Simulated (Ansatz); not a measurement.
**Re under changes of volume**

One of the cells (14.811 Å³/atom); the others are scaled copies at fixed shape and fractional positions:

```
Re
1.0
     2.76639    0.00000    0.00000
    -1.38319    2.39576    0.00000
     0.00000    0.00000    8.93885
Re
4
Direct
  0.66667 0.33333 0.75000
  0.00000 0.00000 0.50000
  0.33333 0.66667 0.25000
  0.00000 0.00000 0.00000
```

| Property | Result |
| --- | --- |
| Program | Ansatz 0.2.0 |
| Functional | BLYP |
| Potentials or basis | Ansatz PAW |
| Cutoff | 420 eV (not typed: the program's choice for these potentials) |
| k mesh | 11 × 11 × 3 |
| Occupations | fermi-dirac, width 0.05 eV |
| Spin | no spin polarisation |

```tsv
volume (Å³/atom)	energy over the lowest point (meV/atom)	pressure (GPa)
13.922	201.36	44.9
14.218	128.38	34.5
14.515	73.46	25.2
14.811	34.81	16.9
15.107	10.80	9.3
15.403	0.00	2.5
15.699	?	?
```

What does the run at 15.699 Å³/atom give?

Energy over the lowest point 1.11 meV/atom; pressure -3.6 GPa.

Worked out: A Birch-Murnaghan fit of order 3 (a polynomial in V^(-2/3)) to the other rows has its minimum at 15.52 Å³/atom, just outside them, with B0 = V·E''(V) = 322 GPa and B' = 4.4 at fixed shape and positions, which overstates the stiffness. It gives 1.00 meV/atom at 15.699 Å³/atom, against the run's 1.11, and -dE/dV = -3.5 GPa, against -3.6.

Energies are extrapolated to zero smearing.

Caveats: the PAW data sets come from PBE, with cores solved anew for the run's functional, which leaves a small shift of forces and pressure.
